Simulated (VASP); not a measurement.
# VO2 (P4_2/mnm) in VASP: further runs, part 2 of 2

VASP 6.6.1. Earlier steps stand in the parts before.

### Step 4. Relaxation of cell and atoms, PBE, collinear spin, ferromagnetic start

This run uses another cell than the first one, of 9.97 Å³/atom, 1.016 times its volume.

INCAR

```
SYSTEM = VO2
ALGO = Normal ; AMIX = 0.2
AMIX_MAG = 0.8 ; BMIX = 1E-4
BMIX_MAG = 1E-4 ; EDIFF = 1E-7
EDIFFG = -0.005 ; ENCUT = 600
GGA = PE ; IBRION = 2
ISIF = 3 ; ISMEAR = 1
ISPIN = 2 ; KPAR = 2
LASPH = .True. ; LCHARG = .False.
LMAXMIX = 4 ; LORBIT = 11
LREAL = .False. ; LWAVE = .False.
MAGMOM = 1 1 0 0 0 0 ; NELM = 150
NSW = 90 ; PREC = Accurate
SIGMA = 0.1
```

KPOINTS

```
k-points
0
Gamma
  8 8 14
  0 0 0
```

POSCAR

```
VO2                                     
1.0
    4.5879912158      0.0000000000      0.0000000000
    0.0000000000      4.5879912158      0.0000000000
    0.0000000000      0.0000000000      2.8416577221
  V               O             
     2     4
Direct
     0.0000000000000000    0.0000000000000000    0.0000000000000000
     0.5000000000000000    0.5000000000000000    0.5000000000000000
     0.2999167476743744    0.2999167476743744    0.0000000000000000
     0.2000832523256256    0.7999167476743745    0.5000000000000000
     0.7000832523256255    0.7000832523256255    0.0000000000000000
     0.7999167476743745    0.2000832523256256    0.5000000000000000
```

Run with:

```console
> cat potpaw_PBE.64/V_sv/POTCAR potpaw_PBE.64/O/POTCAR > POTCAR
> mpirun -np 2 vasp_std > vasp.out
```

It took 8.7 min on 2 MPI ranks of Intel Xeon Platinum 8488C (Sapphire Rapids), shared host; peak memory 0.49 GiB.

It converged, with:

| Quantity | Value |
| --- | --- |
| Free energy | -51.9676 eV |
| Relaxed volume | 9.96 Å³/atom |
| Relaxed cell | a = 4.587 Å, b = 4.587 Å, c = 2.842 Å, α = 90.00°, β = 90.00°, γ = 90.00° |
| Space group after relaxing (to 0.05 Å) | P4_2/mnm (No. 136) |
| Energy gained by relaxing | 0.0 meV/atom |
| Ionic steps | 5 |
| Pressure after relaxing | 0.0 GPa |
| Band gap on the k mesh | none (metal or under the smearing width) |
| Net moment | 2.00 μB per cell |
| Site moments | V +1.05; O -0.05 μB |
| Valence electrons inside the program's atomic spheres | V 11.51; O 5.04 |

Final structure:
```
V O
1.0
     4.58653    0.00000    0.00000
     0.00000    4.58653    0.00000
     0.00000    0.00000    2.84150
V O
2 4
Direct
  0.00000 0.00000 0.00000
  0.50000 0.50000 0.50000
  0.29983 0.29983 0.00000
  0.20017 0.79983 0.50000
  0.70017 0.70017 0.00000
  0.79983 0.20017 0.50000
```

Levels at points of the mesh, in eV from the Fermi level:
Spin up:
| k point | band 22 | band 23 | band 24 | band 25 | band 26 | band 27 | band 28 | band 29 | band 30 | band 31 |
| --- | --- | --- | --- | --- | --- | --- | --- | --- | --- | --- |
| (0.00, 0.00, 0.00) | -1.90 | -1.90 | -1.49 | -1.02 | -0.79 | -0.34 | -0.34 | -0.23 | 1.77 | 1.88 |
| (0.50, 0.00, 0.00) | -3.14 | -2.16 | -2.16 | -0.33 | -0.33 | 0.27 | 0.27 | 0.97 | 0.97 | 3.58 |
| (0.50, 0.50, 0.00) | -2.74 | -2.67 | -2.67 | -0.99 | -0.99 | -0.32 | -0.32 | 1.36 | 1.36 | 3.21 |
| (0.00, 0.00, 0.50) | -3.93 | -3.09 | -3.09 | 0.39 | 0.39 | 0.55 | 0.55 | 1.01 | 1.01 | 2.93 |
| (0.50, 0.00, 0.50) | -3.77 | -2.46 | -2.46 | -0.84 | -0.84 | 0.54 | 0.54 | 1.28 | 1.28 | 2.29 |
| (0.50, 0.50, 0.50) | -2.91 | -2.21 | -2.21 | 0.08 | 0.08 | 0.43 | 0.43 | 0.55 | 0.55 | 3.46 |
Spin down:
```csv
k point,band 20,band 21,band 22,band 23,band 24,band 25,band 26,band 27,band 28,band 29
"(0.00, 0.00, 0.00)",-3.42,-2.11,-1.99,-1.99,-1.49,0.19,0.23,0.82,0.94,0.94
"(0.50, 0.00, 0.00)",-4.76,-3.05,-3.05,-2.24,-2.24,0.78,0.78,1.48,1.48,1.95
"(0.50, 0.50, 0.00)",-3.80,-2.79,-2.79,-2.74,-2.74,0.14,0.14,0.96,0.96,2.24
"(0.00, 0.00, 0.50)",-4.67,-3.84,-3.84,-3.06,-3.06,1.37,1.37,1.75,1.75,1.94
"(0.50, 0.00, 0.50)",-4.05,-3.57,-3.57,-2.57,-2.57,0.33,0.33,1.73,1.73,2.18
"(0.50, 0.50, 0.50)",-4.64,-2.83,-2.83,-2.23,-2.23,1.05,1.05,1.47,1.47,1.77
```

Caveat: semilocal functionals often make such compounds metallic where correlation or magnetic order opens a gap, which also shifts bond lengths.

### Step 5. Single point, PBE, collinear spin, ferromagnetic start

INCAR

```
SYSTEM = VO2
ALGO     = Normal         ! electronic algorithm
AMIX     = 0.2          
AMIX_MAG = 0.8          
BMIX     = 1E-4         
BMIX_MAG = 1E-4         
EDIFF    = 1E-6           ! SCF threshold, eV
ENCUT    = 600            ! plane-wave cutoff, eV
GGA      = PE             ! functional
ISIF     = 2              ! what is computed and relaxed
ISMEAR   = 1              ! smearing method
ISPIN    = 2              ! spin polarisation
KPAR     = 2            
LASPH    = .TRUE.         ! aspherical terms in the spheres
LCHARG   = .FALSE.        ! write CHGCAR
LMAXMIX  = 4              ! l up to which the mixer works
LORBIT   = 11             ! projections on sites
LREAL    = .FALSE.        ! projectors in reciprocal space
LWAVE    = .FALSE.        ! write WAVECAR
MAGMOM   = 1 1 0 0 0 0    ! initial moments
NBANDS   = 38             ! bands
NELM     = 150            ! most SCF steps
PREC     = Accurate       ! precision mode
SIGMA    = 0.1            ! smearing width, eV
```

KPOINTS

```
k-points
0
G
  8 8 14
  0 0 0
```

POSCAR

```
VO2
1.0
    4.5300000000      0.0000000000      0.0000000000
    0.0000000000      4.5300000000      0.0000000000
    0.0000000000      0.0000000000      2.8690000000
V O
2 4
Direct
    0.0000000000      0.0000000000      0.0000000000
    0.5000000000      0.5000000000      0.5000000000
    0.3050000000      0.3050000000      0.0000000000
    0.1950000000      0.8050000000      0.5000000000
    0.6950000000      0.6950000000      0.0000000000
    0.8050000000      0.1950000000      0.5000000000
```

Run with:

```console
> cat potpaw_PBE.64/V_sv/POTCAR potpaw_PBE.64/O/POTCAR > POTCAR
> mpirun -np 2 vasp_std > vasp.out
```

It took 4.5 min on 2 MPI ranks of Intel Xeon Platinum 8488C (Sapphire Rapids), shared host; peak memory 0.51 GiB.

Results (log left out):

- Free energy: -51.8995 eV
- Pressure: 5.1 GPa
- Largest force: 0.614 eV/Å
- Band gap on the k mesh: none (metal or under the smearing width)
- Net moment: 2.00 μB per cell
- Site moments: V +1.05; O -0.05 μB
- Valence electrons inside the program's atomic spheres: V 11.55; O 5.06

Forces on the atoms (eV/Å):
```
V    0.000  0.000  0.000
V    0.000  0.000  0.000
O   -0.434 -0.434  0.000
O    0.434 -0.434  0.000
O    0.434  0.434  0.000
O   -0.434  0.434  0.000
```

Stress tensor (GPa, compression positive):
```
6.37 0.00 0.00
0.00 6.37 0.00
0.00 0.00 2.55
```

Levels at points of the mesh, in eV from the Fermi level:
Spin up:
```csv
k point,band 22,band 23,band 24,band 25,band 26,band 27,band 28,band 29,band 30,band 31
"(0.00, 0.00, 0.00)",-1.95,-1.95,-1.65,-0.93,-0.55,-0.42,-0.42,-0.22,1.78,1.87
"(0.50, 0.00, 0.00)",-3.33,-2.31,-2.31,-0.17,-0.17,0.16,0.16,0.96,0.96,3.66
"(0.50, 0.50, 0.00)",-2.89,-2.69,-2.69,-0.85,-0.85,-0.40,-0.40,1.33,1.33,3.29
"(0.00, 0.00, 0.50)",-4.07,-3.22,-3.22,0.31,0.31,0.36,0.36,1.11,1.11,2.95
"(0.50, 0.00, 0.50)",-3.94,-2.58,-2.58,-0.87,-0.87,0.36,0.36,1.33,1.33,2.35
"(0.50, 0.50, 0.50)",-2.97,-2.36,-2.36,-0.04,-0.04,0.37,0.37,0.54,0.54,3.43
```
Spin down:
| k point | band 20 | band 21 | band 22 | band 23 | band 24 | band 25 | band 26 | band 27 | band 28 | band 29 |
| --- | --- | --- | --- | --- | --- | --- | --- | --- | --- | --- |
| (0.00, 0.00, 0.00) | -3.66 | -2.29 | -2.04 | -2.04 | -1.63 | 0.22 | 0.41 | 0.87 | 0.90 | 0.90 |
| (0.50, 0.00, 0.00) | -4.77 | -3.24 | -3.24 | -2.38 | -2.38 | 0.89 | 0.89 | 1.41 | 1.41 | 1.97 |
| (0.50, 0.50, 0.00) | -3.86 | -2.94 | -2.94 | -2.73 | -2.73 | 0.23 | 0.23 | 0.92 | 0.92 | 2.24 |
| (0.00, 0.00, 0.50) | -4.60 | -3.98 | -3.98 | -3.19 | -3.19 | 1.33 | 1.33 | 1.47 | 1.47 | 2.07 |
| (0.50, 0.00, 0.50) | -4.20 | -3.74 | -3.74 | -2.68 | -2.68 | 0.33 | 0.33 | 1.49 | 1.49 | 2.26 |
| (0.50, 0.50, 0.50) | -4.57 | -2.90 | -2.90 | -2.36 | -2.36 | 0.99 | 0.99 | 1.52 | 1.52 | 1.60 |

Caveat: semilocal functionals often make such compounds metallic where correlation or magnetic order opens a gap, which also shifts bond lengths. With open d or f shells a metallic result of PBE can be an artefact of self-interaction; +U or a hybrid may open a gap.

### Step 6. Relaxation of cell and atoms, PBE, collinear spin, ferromagnetic start

Changes to INCAR since step 5:

```diff
@@ -7,5 +7,7 @@
 EDIFF    = 1E-6           ! SCF threshold, eV
+EDIFFG   = -0.01          ! ionic threshold
 ENCUT    = 600            ! plane-wave cutoff, eV
 GGA      = PE             ! functional
-ISIF     = 2              ! what is computed and relaxed
+IBRION   = 2              ! ionic algorithm
+ISIF     = 3              ! what is computed and relaxed
 ISMEAR   = 1              ! smearing method
@@ -20,4 +22,4 @@
 MAGMOM   = 1 1 0 0 0 0    ! initial moments
-NBANDS   = 38             ! bands
 NELM     = 150            ! most SCF steps
+NSW      = 90             ! ionic steps
 PREC     = Accurate       ! precision mode
```

KPOINTS is that of step 5.

POSCAR is that of step 5.

Potentials or basis: VASP PAW PBE potentials, release 64 (V_sv, O).

Run with:

```console
> cat potpaw_PBE.64/V_sv/POTCAR potpaw_PBE.64/O/POTCAR > POTCAR
> mpirun -np 2 vasp_std > vasp.out
```

OUTCAR:

```text
SYSTEM = VO2
   AMIX = 0.2
   AMIX_MAG = 0.8
   EDIFF = 1E-6
   EDIFFG = -0.01
   ENCUT = 600
   GGA = PE
   IBRION = 2
   ISIF = 3
   ISMEAR = 1
   ISPIN = 2
   LASPH = .TRUE.
   LORBIT = 11
   LREAL = .FALSE.
   NELM = 150
   NSW = 90
   PREC = Accurate

 ion  position               nearest neighbor table
   1  0.000  0.000  0.000-   4 1.90   6 1.90   4 1.90   6 1.90   5 1.95   3 1.95
   2  0.500  0.500  0.500-   3 1.90   5 1.90   3 1.90   5 1.90   4 1.95   6 1.95
   3  0.305  0.305  0.000-   2 1.90   2 1.90   1 1.95
   4  0.195  0.805  0.500-   1 1.90   1 1.90   2 1.95
   5  0.695  0.695  0.000-   2 1.90   2 1.90   1 1.95
   6  0.805  0.195  0.500-   1 1.90   1 1.90   2 1.95

  LATTYP: Found a simple tetragonal cell.
 ALAT       =     4.5300000000
 C/A-ratio  =     0.6333333333

[... 383 lines left out ...]
 Fermi energy:         6.1370046733

 spin component 1

 k-point     1 :       0.0000    0.0000    0.0000
  band No.  band energies     occupation
      1     -59.9560      1.00000
      2     -59.9475      1.00000
      3     -33.7803      1.00000
      4     -33.7803      1.00000
      5     -33.7061      1.00000
      6     -33.6997      1.00000
[... 805 lines left out ...]
     30       7.1525     -0.00000
     31       9.5300      0.00000

 [... further k-points ...]

 spin component 2

 k-point     1 :       0.0000    0.0000    0.0000
  band No.  band energies     occupation
      1     -58.8498      1.00000
      2     -58.8407      1.00000
      3     -32.6852      1.00000
      4     -32.6852      1.00000
      5     -32.6399      1.00000
      6     -32.6209      1.00000
[... 840 lines left out ...]
  FREE ENERGIE OF THE ION-ELECTRON SYSTEM (eV)
  ---------------------------------------------------
  free  energy   TOTEN  =       -51.9647753639 eV

  energy  without entropy=      -51.9648112870  energy(sigma->0) =      -51.96478734

 reached required accuracy - stopping structural energy minimisation

 total charge

# of ion       s       p       d       tot
------------------------------------------
    1        2.280   6.331   2.899  11.509
    2        2.280   6.331   2.899  11.509
    3        1.569   3.473   0.000   5.042
    4        1.569   3.473   0.000   5.042
    5        1.569   3.473   0.000   5.042
    6        1.569   3.473   0.000   5.042
--------------------------------------------------
tot         10.835  26.553   5.797  43.185

 magnetization (x)

# of ion       s       p       d       tot
------------------------------------------
    1        0.013   0.012   1.026   1.051
    2        0.013   0.012   1.026   1.051
    3       -0.002  -0.052   0.000  -0.054
    4       -0.002  -0.052   0.000  -0.054
    5       -0.002  -0.052   0.000  -0.054
    6       -0.002  -0.052   0.000  -0.054
--------------------------------------------------
tot          0.018  -0.184   2.053   1.886
```

OSZICAR:

```text
N       E                     dE             d eps       ncg     rms          rms(c)
DAV:   1     0.697122569386E+03    0.69712E+03   -0.30531E+04 14888   0.197E+03
DAV:   2     0.103592953250E+02   -0.68676E+03   -0.65768E+03 15965   0.565E+02
[... 53 lines left out ...]
DAV:   1    -0.519665106829E+02   -0.22909E-02   -0.22229E-01 14880   0.422E+00    0.458E-01
DAV:   2    -0.519658661139E+02    0.64457E-03   -0.57188E-03 15412   0.653E-01    0.295E-01
DAV:   3    -0.519649074848E+02    0.95863E-03   -0.14481E-03 16602   0.302E-01    0.114E-01
DAV:   4    -0.519647855102E+02    0.12197E-03   -0.39322E-04 17734   0.158E-01    0.529E-02
DAV:   5    -0.519647779590E+02    0.75512E-05   -0.89845E-05 16288   0.771E-02    0.229E-02
DAV:   6    -0.519647751928E+02    0.27662E-05   -0.98862E-06 18679   0.258E-02    0.122E-02
DAV:   7    -0.519647753639E+02   -0.17113E-06   -0.32402E-06  9955   0.149E-02
   5 F= -.51964775E+02 E0= -.51964787E+02  d E =-.179589E-01  mag=     2.0006
```

Wall time 9.6 min (2 MPI ranks of Intel Xeon Platinum 8488C (Sapphire Rapids), shared host); peak memory 0.46 GiB.

What came out:

```
Free energy                                           : -51.9648 eV
Relaxed volume                                        : 9.97 Å³/atom
Relaxed cell                                          : a = 4.588 Å, b = 4.588 Å, c = 2.842 Å, α = 90.00°, β = 90.00°, γ = 90.00°
Space group after relaxing (to 0.05 Å)                : P4_2/mnm (No. 136)
Energy gained by relaxing                             : 10.9 meV/atom
Ionic steps                                           : 5
Pressure after relaxing                               : -0.1 GPa
Largest force after relaxing                          : 0.008 eV/Å
Band gap on the k mesh                                : none (metal or under the smearing width)
Net moment                                            : 2.00 μB per cell
Site moments                                          : V +1.05; O -0.05 μB
Valence electrons inside the program's atomic spheres : V 11.51; O 5.04
```

Forces on the atoms (eV/Å):
```
V    0.000  0.000  0.000
V    0.000  0.000  0.000
O   -0.005 -0.005  0.000
O    0.005 -0.005  0.000
O    0.005  0.005  0.000
O   -0.005  0.005  0.000
```

The path:
```tsv
step	energy change (eV)	largest force (eV/Å)	pressure (GPa)	volume (Å³)
1	0.0000	0.6140	5.19	58.87
2	-0.0199	0.1044	-6.88	61.62
3	-0.0473	0.1800	-2.00	60.41
4	-0.0647	0.0347	-0.35	59.91
5	-0.0653	0.0076	-0.11	59.82
```

Final structure:
```
CELL_PARAMETERS angstrom
4.58799 0.00000 0.00000
0.00000 4.58799 0.00000
0.00000 0.00000 2.84166
ATOMIC_POSITIONS crystal
V 0.00000 0.00000 0.00000
V 0.50000 0.50000 0.50000
O 0.29992 0.29992 0.00000
O 0.20008 0.79992 0.50000
O 0.70008 0.70008 0.00000
O 0.79992 0.20008 0.50000
```

Levels at points of the mesh, in eV from the Fermi level:
Spin up:
```csv
k point,band 24,band 25,band 26,band 27,band 28,band 29
"(0.00, 0.00, 0.00)",-1.50,-1.02,-0.79,-0.34,-0.34,-0.22
"(0.50, 0.00, 0.00)",-2.16,-0.33,-0.33,0.27,0.27,0.97
"(0.50, 0.50, 0.00)",-2.67,-0.99,-0.99,-0.32,-0.32,1.36
"(0.00, 0.00, 0.50)",-3.09,0.38,0.38,0.55,0.55,1.01
"(0.50, 0.00, 0.50)",-2.46,-0.84,-0.84,0.54,0.54,1.28
"(0.50, 0.50, 0.50)",-2.22,0.07,0.07,0.44,0.44,0.55
```
Spin down:
```tsv
k point	band 20	band 21	band 22	band 23	band 24	band 25	band 26	band 27	band 28	band 29
(0.00, 0.00, 0.00)	-3.41	-2.11	-1.99	-1.99	-1.49	0.19	0.24	0.82	0.94	0.94
(0.50, 0.00, 0.00)	-4.76	-3.05	-3.05	-2.24	-2.24	0.78	0.78	1.48	1.48	1.95
(0.50, 0.50, 0.00)	-3.80	-2.78	-2.78	-2.73	-2.73	0.14	0.14	0.96	0.96	2.24
(0.00, 0.00, 0.50)	-4.67	-3.84	-3.84	-3.06	-3.06	1.37	1.37	1.75	1.75	1.94
(0.50, 0.00, 0.50)	-4.05	-3.57	-3.57	-2.57	-2.57	0.33	0.33	1.73	1.73	2.18
(0.50, 0.50, 0.50)	-4.63	-2.83	-2.83	-2.23	-2.23	1.05	1.05	1.47	1.47	1.77
```

Caveat: semilocal functionals often make such compounds metallic where correlation or magnetic order opens a gap, which also shifts bond lengths. Zero-point motion and thermal expansion aren't in these numbers.
